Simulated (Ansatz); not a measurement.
Tubes are rolled from the relaxed Si monolayer (P-3m1, bond 2.28 Å, gap on the mesh 0.00 eV); atoms and period are relaxed, and energies count from the flat sheet.

These are results of DFT PBE, scalar-relativistic, plane waves, PAW (Ansatz 0.2.0), not measurements.

Plane waves to 420 eV, a k mesh through Γ of 1×1×12 on the computed 20-atom cell and Gaussian smearing (0.05 eV); no spin polarisation.

Start ((5,0)):

```xyz
20
Lattice="15.1000 0.0000 0.0000 0.0000 15.1000 0.0000 0.0000 0.0000 6.7010" Properties=species:S:1:pos:R:3 pbc="T T T"
Si   10.4027    7.5500    4.4673
Si    8.4315   10.2631    4.4673
Si    9.8579    9.2268    1.1168
Si    5.2421    9.2268    4.4673
Si    6.6685   10.2631    1.1168
Si    5.2421    5.8732    4.4673
Si    4.6973    7.5500    1.1168
Si    8.4315    4.8369    4.4673
Si    6.6685    4.8369    1.1168
Si    9.8579    5.8732    1.1168
Si   10.2235    9.4924    5.5841
Si   10.8547    7.5500    2.2337
Si    6.5288   10.6929    5.5841
Si    8.5712   10.6929    2.2337
Si    4.2453    7.5500    5.5841
Si    4.8765    9.4924    2.2337
Si    6.5288    4.4071    5.5841
Si    4.8765    5.6076    2.2337
Si   10.2235    5.6076    5.5841
Si    8.5712    4.4071    2.2337
```

Task: Relax it.

Result: The free energy falls by 34 meV/atom.

* excess energy (meV/atom): 79.4
* period (Å): 6.755
* mean diameter (Å): 5.70
* gap on the mesh (eV): 0.10

Relaxed structure:
```yaml
crystal:
  lattice:
    - [15.10000, 0.00000, 0.00000]
    - [0.00000, 15.10000, 0.00000]
    - [0.00000, 0.00000, 6.75451]
  atoms:
    - { symbol: Si, position: [0.65754, 0.50000, 0.65847] }
    - { symbol: Si, position: [0.54875, 0.65018, 0.65813] }
    - { symbol: Si, position: [0.62752, 0.59279, 0.15826] }
    - { symbol: Si, position: [0.37248, 0.59279, 0.65826] }
    - { symbol: Si, position: [0.45125, 0.65018, 0.15813] }
    - { symbol: Si, position: [0.37248, 0.40721, 0.65826] }
    - { symbol: Si, position: [0.34246, 0.50000, 0.15847] }
    - { symbol: Si, position: [0.54875, 0.34982, 0.65813] }
    - { symbol: Si, position: [0.45125, 0.34982, 0.15813] }
    - { symbol: Si, position: [0.62752, 0.40721, 0.15826] }
    - { symbol: Si, position: [0.67794, 0.62935, 0.84177] }
    - { symbol: Si, position: [0.71977, 0.50000, 0.34194] }
    - { symbol: Si, position: [0.43200, 0.70942, 0.84163] }
    - { symbol: Si, position: [0.56800, 0.70942, 0.34163] }
    - { symbol: Si, position: [0.28023, 0.50000, 0.84194] }
    - { symbol: Si, position: [0.32206, 0.62935, 0.34177] }
    - { symbol: Si, position: [0.43200, 0.29058, 0.84163] }
    - { symbol: Si, position: [0.32206, 0.37065, 0.34177] }
    - { symbol: Si, position: [0.67794, 0.37065, 0.84177] }
    - { symbol: Si, position: [0.56800, 0.29058, 0.34163] }
```

Gaps under about 0.2 eV rest on few k points and may close between them.

It took 4.2 min on 4 threads of Arm Neoverse V2 (shared host), peak memory 2.3 GiB.